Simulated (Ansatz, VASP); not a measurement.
## HfC in VASP and in Ansatz

```
CELL_PARAMETERS angstrom
0.00000 2.34860 2.27850
2.34860 0.00000 2.27850
2.34860 2.34860 0.00000
ATOMIC_POSITIONS crystal
Hf 0.50000 0.50000 0.50000
C 0.00000 0.00000 0.00000
```

Change from the starting cell: z stretched by -2 % at fixed volume, crystal datasets.

Alike in both runs: task electric field gradients; functional PBE; k mesh 12 × 12 × 12; occupations fermi-dirac, width 0.05 eV; no spin polarisation.

|  | VASP | Ansatz |
| --- | --- | --- |
| version | VASP 6.6.1 | Ansatz 0.2.0 |
| potentials or method | VASP PAW PBE potentials, release 64 (Hf_pv, C), cutoff 520 eV | all-electron PAW with datasets made for the crystal, scalar-relativistic |

Ansatz gave:

| Item | Value |
| --- | --- |
| pressure (GPa) | 0.7 |
| largest component of the traceless stress (GPa) | 8.44 |
| Vzz of the field gradient on the site that differs most (V/Å²) | -114.3 |

Problem. Which values does VASP return?

Solution. Pressure (GPa): 0.0; largest component of the traceless stress (GPa): 8.55; Vzz of the field gradient on the site that differs most (V/Å²): -96.5.

Ansatz ran all-electron here, so the differences hold the error of VASP's frozen core and of both bases. Ansatz warned: «gradients_without_spin_orbit».

Spin-orbit coupling is left out, which matters for the levels of Hf.
